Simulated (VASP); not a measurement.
# AlRu (Pm-3m) in VASP: further runs

One crystal, AlRu, is run at these levels: vdW-DF, optB86b-vdW, rev-vdW-DF2; tasks: relaxation of cell and atoms.

All numbers are computed with VASP 6.6.1; they aren't measurements. Logs are shortened: lines on timing, memory, paths and dates and some standing lists are left out, and cuts for length are marked.

### 1 Starting point

The structure is cubic, space group Pm-3m (No. 221). The conventional cell has a = 2.992 Å, b = 2.992 Å, c = 2.992 Å, α = 90.00°, β = 90.00°, γ = 90.00°. Ru (site symmetry m-3m) is surrounded by 8 Al at 2.59 Å. Around Al (site symmetry m-3m) lie 8 Ru at 2.59 Å.

### 2 Relaxation of cell and atoms, vdW-DF

Input file INCAR:

```
SYSTEM = AlRu
PREC     = Accurate       ! precision mode
ENCUT    = 600            ! plane-wave cutoff, eV
EDIFF    = 1E-6           ! SCF threshold, eV
ISMEAR   = -1             ! smearing method
SIGMA    = 0.05           ! smearing width, eV
LREAL    = .FALSE.        ! projectors in reciprocal space
LASPH    = .TRUE.         ! aspherical terms in the spheres
NELM     = 80             ! most SCF steps
ALGO     = Fast           ! electronic algorithm
ISIF     = 3              ! what is computed and relaxed
LWAVE    = .FALSE.        ! write WAVECAR
LCHARG   = .FALSE.        ! write CHGCAR
GGA      = RE             ! functional
LUSE_VDW = .TRUE.       
AGGAC    = 0.0          
IBRION   = 2              ! ionic algorithm
NSW      = 40             ! ionic steps
EDIFFG   = -0.02          ! ionic threshold
```

Input file KPOINTS:

```
regular mesh
0
G
  9 9 9
  0 0 0
```

Input file POSCAR:

```
AlRu
1.0
    2.9916000000      0.0000000000      0.0000000000
    0.0000000000      2.9916000000      0.0000000000
    0.0000000000      0.0000000000      2.9916000000
Ru Al
1 1
Direct
    0.5000000000      0.5000000000      0.5000000000
    0.0000000000      0.0000000000      0.0000000000
```

Potentials or basis: VASP PAW PBE potentials, release 64 (Ru_pv, Al).

Run with:

```
> cat potpaw_PBE.64/Ru_pv/POTCAR potpaw_PBE.64/Al/POTCAR > POTCAR
> mpirun -np 1 vasp_std > vasp.out
```

OUTCAR:

```text
SYSTEM = AlRu
   PREC = Accurate
   ENCUT = 600
   EDIFF = 1E-6
   ISMEAR = -1
   LREAL = .FALSE.
   LASPH = .TRUE.
   NELM = 80
   ISIF = 3
   GGA = RE
   IBRION = 2
   NSW = 40
   EDIFFG = -0.02

 ion  position               nearest neighbor table
   1  0.500  0.500  0.500-   2 2.59   2 2.59   2 2.59   2 2.59   2 2.59   2 2.59   2 2.59   2 2.59

   2  0.000  0.000  0.000-   1 2.59   1 2.59   1 2.59   1 2.59   1 2.59   1 2.59   1 2.59   1 2.59

  LATTYP: Found a simple cubic cell.
 ALAT       =     2.9916000000

  Lattice vectors:

 A1 = (   2.9916000000,   0.0000000000,   0.0000000000)
 A2 = (   0.0000000000,   2.9916000000,   0.0000000000)
 A3 = (   0.0000000000,   0.0000000000,   2.9916000000)

Analysis of symmetry for initial positions (statically):
=====================================================================
 Subroutine PRICEL returns:
 Original cell was already a primitive cell.

 Routine SETGRP: Setting up the symmetry group for a
 simple cubic supercell.

 Subroutine GETGRP returns: Found 48 space group operations
 (whereof 48 operations were pure point group operations)
 out of a pool of 48 trial point group operations.

The static configuration has the point symmetry O_h .

Analysis of symmetry for dynamics (positions and initial velocities):
=====================================================================
 Subroutine PRICEL returns:
 Original cell was already a primitive cell.

 Routine SETGRP: Setting up the symmetry group for a
 simple cubic supercell.

 Subroutine GETGRP returns: Found 48 space group operations
 (whereof 48 operations were pure point group operations)
 out of a pool of 48 trial point group operations.

The dynamic configuration has the point symmetry O_h .

 Subroutine INISYM returns: Found 48 space group operations
 (whereof 48 operations are pure point group operations),
 and found     1 'primitive' translations

----------------------------------------------------------------------------------------

                                     Primitive cell

  volume of cell :      26.7738

  direct lattice vectors                    reciprocal lattice vectors
     2.991600000  0.000000000  0.000000000     0.334269287  0.000000000  0.000000000
     0.000000000  2.991600000  0.000000000     0.000000000  0.334269287  0.000000000
     0.000000000  0.000000000  2.991600000     0.000000000  0.000000000  0.334269287

  length of vectors
     2.991600000  2.991600000  2.991600000     0.334269287  0.334269287  0.334269287

  position of ions in fractional coordinates (direct lattice)
     0.500000000  0.500000000  0.500000000
     0.000000000  0.000000000  0.000000000

  ion indices of the primitive-cell ions
   primitive index   ion index
                 1           1
                 2           2

----------------------------------------------------------------------------------------

 KPOINTS: regular mesh

Automatic generation of k-mesh.
 Grid dimensions read from file:
 generate k-points for:    9    9    9

 Generating k-lattice:

  Cartesian coordinates                     Fractional coordinates (reciprocal lattice)
     0.037141032  0.000000000  0.000000000     0.111111111  0.000000000  0.000000000
     0.000000000  0.037141032  0.000000000     0.000000000  0.111111111  0.000000000
     0.000000000  0.000000000  0.037141032     0.000000000  0.000000000  0.111111111

  Length of vectors
     0.037141032  0.037141032  0.037141032

  Shift w.r.t. Gamma in fractional coordinates (k-lattice)
     0.000000000  0.000000000  0.000000000

 Subroutine IBZKPT returns following result:
 ===========================================

 Found     35 irreducible k-points:

 Following reciprocal coordinates:
            Coordinates               Weight
  0.000000  0.000000  0.000000      1.000000
  0.111111  0.000000  0.000000      6.000000
  0.222222  0.000000  0.000000      6.000000
  0.333333  0.000000  0.000000      6.000000
  0.444444  0.000000  0.000000      6.000000
  0.111111  0.111111  0.000000     12.000000
[... 16 lines left out ...]
  0.333333  0.333333  0.111111     24.000000
  0.444444  0.333333  0.111111     48.000000
 [... further k-points ...]
   k-points           NKPTS =     35   k-points in BZ     NKDIM =     35   number of bands    NBANDS=     12
   number of dos      NEDOS =    301   number of ions     NIONS =      2
   total plane-waves  NPLWV =  13824
   dimension x,y,z NGX =    24 NGY =   24 NGZ =   24
   dimension x,y,z NGXF=    48 NGYF=   48 NGZF=   48
   ions per type =               1   1
   NGX,Y,Z   is equivalent  to a cutoff of  13.34, 13.34, 13.34 a.u.
   NGXF,Y,Z  is equivalent  to a cutoff of  26.67, 26.67, 26.67 a.u.
 SYSTEM =  AlRu
   PREC   = accura    normal or accurate (medium, high low for compatibility)
   ISTART =      0    job   : 0-new  1-cont  2-samecut
   ICHARG =      2    charge: 1-file 2-atom 10-const
   ISPIN  =      1    spin polarized calculation?
   LNONCOLLINEAR =      F non collinear calculations
   LSORBIT =      F    spin-orbit coupling
   LASPH  =      T    aspherical Exc in radial PAW
   ENCUT  =  600.0 eV  44.10 Ry    6.64 a.u.   5.97  5.97  5.97*2*pi/ulx,y,z
   NELM   =     80;   NELMIN=  2; NELMDL= -5     # of ELM steps
   EDIFF  = 0.1E-05   stopping-criterion for ELM
   LREAL  =      F    real-space projection
   EDIFFG = -.2E-01   stopping-criterion for IOM
   NSW    =     40    number of steps for IOM
   IBRION =      2    ionic relax: 0-MD 1-quasi-New 2-CG
   NFREE  =      1    steps in history (QN), initial steepest desc. (CG)
   ISIF   =      3    stress and relaxation
   ISYM   =      2    0-nonsym 1-usesym 2-fastsym
   POTIM  = 0.5000    time-step for ionic-motion
   TEBEG  =    0.0;   TEEND  =   0.0 temperature during run
   PSTRESS=    0.0 pullay stress
   NELECT =      17.0000    total number of electrons
   NUPDOWN=      -1.0000    fix difference up-down
   EMIN   =  10.00;   EMAX   =-10.00  energy-range for DOS
   EFERMI =   0.00;   METHOD = LEGACY
   ISMEAR =    -1;   SIGMA  =   0.05  broadening in eV -4-tet -1-fermi 0-gaus
   EFERMI_NEDOS =   21; number of points for ismear=-14 and -15
   IALGO  =     68    algorithm
   IMIX   =      4    mixing-type and parameters
     AMIX     =   0.40;   BMIX     =  1.00
     AMIX_MAG =   1.60;   BMIX_MAG =  1.00
  volume/ion in A,a.u.               =      13.39        90.34
  Fermi-wavevector in a.u.,A,eV,Ry     =   1.407087  2.659009 26.938090  1.979894
  Thomas-Fermi vector in A             =   2.529382
   LORBIT       =      0    0 simple, 1 ext, 2 COOP (PROOUT), +10 PAW based schemes
   GGA     = RE    functional components
   LHFCALC =     F    Hartree Fock is set to
   AEXX    =    0.0000 exact exchange contribution
   IVDW_NL    =     1    kernel type
   BPARAM     = 6.3000
   IVDW    =     0    specifies the selected vdW correction
   LEPSILON=     F    determine dielectric tensor
   LRPA    =     F    only Hartree local field effects (RPA)
 conjugate gradient relaxation of ions
 non-spin polarized calculation
 RMM-DIIS sequential band-by-band and
  energy-cutoff  :      600.00
  volume of cell :       26.77
 maximum number of plane-waves:       922
 NGX is ok and might be reduce to    24
   NGX = 11   NGY = 11   NGZ = 11

--------------------------------------- Ionic step        1  -------------------------------------------

 number of electron      16.9999995 magnetization

 Free energy of the ion-electron system (eV)
  ---------------------------------------------------
  ext. energy  EPLUGINS =         0.00000000
  ---------------------------------------------------
  free energy    TOTEN  =        -8.14313261 eV

  energy without entropy =       -8.12677668  energy(sigma->0) =       -8.13495465

------------------------ aborting loop because EDIFF is reached ----------------------------------------

  FORCE on cell =-STRESS in cart. coord.  units (eV):
  Direction    XX          YY          ZZ          XY          YZ          ZX
  --------------------------------------------------------------------------------------
  -------------------------------------------------------------------------------------
  Total        1.3090406      1.3090406      1.3090406      0.0000000      0.0000000     -0.0000000
  in kB       78.3345064     78.3345064     78.3345064      0.0000000      0.0000000     -0.0000000
  external PRESSURE =      78.3345064 kB  Pullay stress =       0.0000000 kB
[... 23 lines left out ...]
Total vdW correction in eV:      2.3944839

--------------------------------------- Ionic step        2  -------------------------------------------

 number of electron      17.0000008 magnetization

 E-fermi :   9.4531     XC(G=0): -11.9865

 val. band max:        9.4296972041   @ k =   0.4444   0.1111   0.1111
 cond. band min:       9.4540299193   @ k =   0.4444   0.4444   0.1111
 fundamental gap:      0.0243327153
 Fermi energy:         9.4530525161

 k-point     1 :       0.0000    0.0000    0.0000
  band No.  band energies     occupation
      1     -32.2431      2.00000
      2     -32.2431      2.00000
      3     -32.2431      2.00000
      4       0.4431      2.00000
      5       6.4814      2.00000
      6       6.4814      2.00000
      7       9.6258      0.06130
      8       9.6258      0.06130
      9       9.6258      0.06130
     10      15.1808      0.00000
     11      15.1808      0.00000
     12      15.1808      0.00000
[... 380 lines left out ...]
Total vdW correction in eV:      2.4940989

--------------------------------------- Ionic step        3  -------------------------------------------

 number of electron      17.0000001 magnetization

 Free energy of the ion-electron system (eV)
  ---------------------------------------------------
  ext. energy  EPLUGINS =         0.00000000
  ---------------------------------------------------
  free energy    TOTEN  =        -8.16829811 eV

  energy without entropy =       -8.15093677  energy(sigma->0) =       -8.15961744

 E-fermi :  10.1620     XC(G=0): -12.2545

 val. band max:       10.1605302412   @ k =   0.4444   0.4444   0.1111
 cond. band min:      10.1757308348   @ k =   0.4444   0.4444   0.1111
 fundamental gap:      0.0152005936
 Fermi energy:        10.1619676101

 k-point     1 :       0.0000    0.0000    0.0000
  band No.  band energies     occupation
      1     -31.5457      2.00000
      2     -31.5457      2.00000
      3     -31.5457      2.00000
      4       0.8560      2.00000
      5       6.9311      2.00000
      6       6.9311      2.00000
      7      10.3560      0.04047
      8      10.3560      0.04047
      9      10.3560      0.04047
     10      16.1506      0.00000
     11      16.1506      0.00000
     12      16.1506      0.00000
[... 374 lines left out ...]
  FREE ENERGIE OF THE ION-ELECTRON SYSTEM (eV)
  ---------------------------------------------------
  free  energy   TOTEN  =        -8.1682981055 eV

  energy  without entropy=       -8.1509367727  energy(sigma->0) =       -8.15961744

Total vdW correction in eV:      2.4368824

 reached required accuracy - stopping structural energy minimisation
```

It took 43 s on 1 thread of Intel Xeon 6975P-C (Granite Rapids), shared host; peak memory 0.27 GiB.

Results:

* Free energy: -8.1683 eV
* Relaxed volume: 13.93 Å³/atom
* Relaxed cell: a = 3.031 Å, b = 3.031 Å, c = 3.031 Å, α = 90.00°, β = 90.00°, γ = 90.00°
* Space group after relaxing (to 0.05 Å): Pm-3m (No. 221)
* Energy gained by relaxing: 12.6 meV/atom
* Ionic steps: 3
* Pressure after relaxing: -0.1 GPa
* Band gap on the k mesh: none (metal or under the smearing width)

Step by step:
```
step  energy change (eV)  largest force (eV/Å)  pressure (GPa)  volume (Å³)
   1              0.0000                0.0000            7.83        26.77
   2              0.0212                0.0000           -9.18        29.39
   3             -0.0252                0.0000           -0.13        27.85
```

Final structure:
```xyz
2
Lattice="3.0312 0.0000 0.0000 0.0000 3.0312 0.0000 0.0000 0.0000 3.0312" Properties=species:S:1:pos:R:3 pbc="T T T"
Ru    1.5156    1.5156    1.5156
Al    0.0000    0.0000    0.0000
```

Caveat: the PAW data sets were made with another functional, which shifts forces and pressure a little.

### 3 Relaxation of cell and atoms, optB86b-vdW

Input file INCAR:

```
SYSTEM = AlRu
PREC = Accurate ; ENCUT = 600
EDIFF = 1E-6 ; ISMEAR = -1
SIGMA = 0.05 ; LREAL = .False.
LASPH = .True. ; NELM = 80
ALGO = Normal ; ISIF = 3
LWAVE = .False. ; LCHARG = .False.
GGA = MK ; LUSE_VDW = .True.
AGGAC = 0.0 ; PARAM1 = 0.1234
PARAM2 = 1.0 ; IBRION = 2
NSW = 40 ; EDIFFG = -0.01
```

Input file KPOINTS:

```
Automatic mesh
0
Gamma
  9 9 9
  0 0 0
```

POSCAR is that of step 2.

Potentials or basis: VASP PAW PBE potentials, release 64 (Ru_pv, Al).

Run with:

```
> cat potpaw_PBE.64/Ru_pv/POTCAR potpaw_PBE.64/Al/POTCAR > POTCAR
> mpirun -np 1 vasp_std > vasp.out
```

Run time: 33 s. Hardware: 1 thread of Intel Xeon 6975P-C (Granite Rapids), shared host; peak memory 0.27 GiB.

Results (log left out):

* Free energy: -10.1483 eV
* Relaxed volume: 13.37 Å³/atom
* Relaxed cell: a = 2.990 Å, b = 2.990 Å, c = 2.990 Å, α = 90.00°, β = 90.00°, γ = 90.00°
* Space group after relaxing (to 0.05 Å): Pm-3m (No. 221)
* Energy gained by relaxing: 0.0 meV/atom
* Ionic steps: 3
* Pressure after relaxing: 0.0 GPa
* Band gap on the k mesh: none (metal or under the smearing width)

Final structure:
```xyz
2
Lattice="2.9900 0.0000 0.0000 0.0000 2.9900 0.0000 0.0000 0.0000 2.9900" Properties=species:S:1:pos:R:3 pbc="T T T"
Ru    1.4950    1.4950    1.4950
Al    0.0000    0.0000    0.0000
```

Levels at points of the mesh, in eV from the Fermi level:
```csv
k point,band 7,band 8,band 9,band 10,band 11,band 12
"(0.00, 0.00, 0.00)",0.23,0.23,0.23,6.17,6.17,6.17
```

Caveat: the PAW data sets were made with another functional, which shifts forces and pressure a little.

### 4 Relaxation of cell and atoms, rev-vdW-DF2

Input file INCAR:

```
  AGGAC = 0.0
  ALGO = Normal
  EDIFF = 1E-6
  EDIFFG = -0.005
  ENCUT = 600
  GGA = MK
  IBRION = 2
  ISIF = 3
  ISMEAR = -1
  LASPH = True
  LCHARG = False
  LREAL = False
  LUSE_VDW = True
  LWAVE = False
  NELM = 60
  NSW = 40
  PARAM1 = 0.1234
  PARAM2 = 0.711357
  PREC = Accurate
  SIGMA = 0.05
  ZAB_VDW = -1.8867
```

Input file KPOINTS:

```
k-points
0
Gamma
  9 9 9
```

POSCAR is that of step 3.

Run with:

```
> cat potpaw_PBE.64/Ru_pv/POTCAR potpaw_PBE.64/Al/POTCAR > POTCAR
> mpirun -np 1 vasp_std > vasp.out
```

Run time: 43 s. Hardware: 1 thread of Intel Xeon 6975P-C (Granite Rapids), shared host; peak memory 0.26 GiB.

The run converged. Its results:

```yaml
Free_energy: -10.5333 eV
Relaxed_volume: 13.38 Å³/atom
Relaxed_cell: a = 2.991 Å, b = 2.991 Å, c = 2.991 Å, α = 90.00°, β = 90.00°, γ = 90.00°
Space_group_after_relaxing_to_0.05_Å: Pm-3m (No. 221)
Energy_gained_by_relaxing: 0.0 meV/atom
Ionic_steps: 3
Pressure_after_relaxing: 0.0 GPa
Band_gap_on_the_k_mesh: none (metal or under the smearing width)
```

Final structure:
```
Ru Al
1.0
     2.99084    0.00000    0.00000
     0.00000    2.99084    0.00000
     0.00000    0.00000    2.99084
Ru Al
1 1
Direct
  0.50000 0.50000 0.50000
  0.00000 0.00000 0.00000
```

Levels at points of the mesh, in eV from the Fermi level:
| k point | band 5 | band 6 | band 7 | band 8 | band 9 | band 10 | band 11 | band 12 |
| --- | --- | --- | --- | --- | --- | --- | --- | --- |
| (0.00, 0.00, 0.00) | -3.48 | -3.48 | 0.23 | 0.23 | 0.23 | 6.15 | 6.15 | 6.15 |

Caveat: the PAW data sets were made with another functional, which shifts forces and pressure a little.

### 5 The reference run

An earlier run on the cell as given: functional PBEsol; potentials or basis VASP PAW PBE potentials, release 64 (Ru_pv, Al); cutoff 520 eV; k mesh 9 × 9 × 9; occupations fermi-dirac, width 0.05 eV; no spin polarisation.

- Pressure: -3.3 GPa
- Band gap on the k mesh: none (metal or under the smearing width)

### 6 The runs side by side

```tsv
task	level	cell	cutoff (eV)	ladder	gap on the mesh (eV)	pressure (GPa)	relaxed volume (Å³/atom)
relaxation of cell and atoms	vdW-DF	relaxed	600	-	none	-0.1	13.93
relaxation of cell and atoms	optB86b-vdW	relaxed	600	-	none	0.0	13.37
relaxation of cell and atoms	rev-vdW-DF2	relaxed	600	-	none	0.0	13.38
single point	PBEsol	as given	520	free	none	-3.3	-
```

Alike in all rows: potentials or basis VASP PAW PBE potentials, release 64 (Ru_pv, Al); no spin polarisation; k mesh 9 × 9 × 9; smearing fermi-dirac 0.05 eV.

Caveats: the PAW data sets were made with another functional, which shifts forces and pressure a little.

Absolute energies hang on the potentials; compare differences alone.
